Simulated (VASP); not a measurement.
**Pd: relaxation of cell and atoms with PBEsol**

Pd:

```xyz
1
Lattice="-1.5723 1.5723 1.5723 1.5723 -1.5723 1.5723 1.5723 1.5723 -1.5723" Properties=species:S:1:pos:R:3 pbc="T T T"
Pd    0.0000    0.0000    0.0000
```

This isn't the form of Pd at room conditions, which is fcc.

```
Program                : VASP 6.6.1
Task                   : relaxation of cell and atoms
Functional             : PBEsol
Potentials or basis    : VASP PAW PBE potentials, release 64 (Pd)
Cutoff                 : 600 eV
k mesh                 : 10 × 10 × 10
Occupations            : fermi-dirac, width 0.05 eV
Spin                   : no spin polarisation
Ladder                 : gaps
Further INCAR settings : ALGO = Normal; EDIFF = 1e-06; IBRION = 2; EDIFFG = -0.01; NSW = 40; ISIF = 3
```

The relaxed volume is 14.62 Å³/atom and the relaxed cell is a = 2.668 Å, b = 2.668 Å, c = 2.668 Å, α = 109.47°, β = 109.47°, γ = 109.47°. The space group after relaxing (to 0.05 Å) is Im-3m (No. 229), the energy gained by relaxing is 31.8 meV/atom and the ionic steps are 6. The pressure after relaxing is 0.0 GPa and the band gap on the k mesh is none (metal or under the smearing width).

The path:
```csv
step,energy change (eV),largest force (eV/Å),pressure (GPa),volume (Å³)
1,0.0000,0.0000,-10.23,15.55
2,0.0424,0.0000,21.75,13.42
3,-0.0317,0.0000,-0.49,14.64
4,-0.0317,0.0000,0.18,14.61
5,-0.0317,0.0000,-0.25,14.64
6,-0.0318,0.0000,0.00,14.62
```

Final structure:
```xyz
1
Lattice="-1.5404 1.5404 1.5404 1.5404 -1.5404 1.5404 1.5404 1.5404 -1.5404" Properties=species:S:1:pos:R:3 pbc="T T T"
Pd    0.0000    0.0000    0.0000
```

Levels at points of the mesh, in eV from the Fermi level:
| k point | band 1 | band 2 | band 3 | band 4 | band 5 | band 6 | band 7 | band 8 | band 9 |
| --- | --- | --- | --- | --- | --- | --- | --- | --- | --- |
| (0.00, 0.00, 0.00) | -7.28 | -3.02 | -3.02 | -3.02 | -0.96 | -0.96 | 19.36 | 19.36 | 19.36 |
| (0.50, 0.00, 0.00) | -5.42 | -4.25 | -1.04 | -0.71 | 0.62 | 1.31 | 7.99 | 15.12 | 17.89 |
| (0.50, 0.50, 0.50) | -5.34 | -5.34 | 0.22 | 0.22 | 0.22 | 9.20 | 9.20 | 9.20 | 17.80 |

It took 14 s on 1 thread of Intel(R) Xeon(R) Platinum 8488C (Sapphire Rapids), on a shared host, peak memory 0.15 GiB.

Caveat: the PAW data sets were made with another functional, which shifts forces and pressure a little.
